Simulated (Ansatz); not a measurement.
# CdO: zone-centre modes

Computed with DFT PBE, scalar-relativistic, plane waves, PAW (Ansatz). Settings: 420 eV plane-wave cutoff, Γ-centred 20×20×20 mesh, Fermi-Dirac smearing of 0.15 eV. No spin polarisation. Phonons by linear response, acoustic sum rule imposed.

Equilibrium structure at this level:
```yaml
crystal:
  lattice:
    - [0.00000, 2.38431, 2.38431]
    - [2.38431, 0.00000, 2.38431]
    - [2.38431, 2.38431, 0.00000]
  atoms:
    - { symbol: Cd, position: [0.50000, 0.50000, 0.50000] }
    - { symbol: O, position: [0.00000, 0.00000, 0.00000] }
```

The cell has the rock salt type, in a space group that the Crystallography Open Database lists for this formula; it was reached from a generator's guess. In a metal, frequencies depend on the k mesh and the smearing, soft modes most. A semilocal functional can close a gap that the real compound has.

Optical modes at Γ:
```csv
frequency (cm⁻¹),degeneracy
228,3
```

All 3 optical modes at Γ are real: no displacement of atoms at fixed cell lowers the energy to second order. Strains and modes at other wave vectors aren't tested by this run.
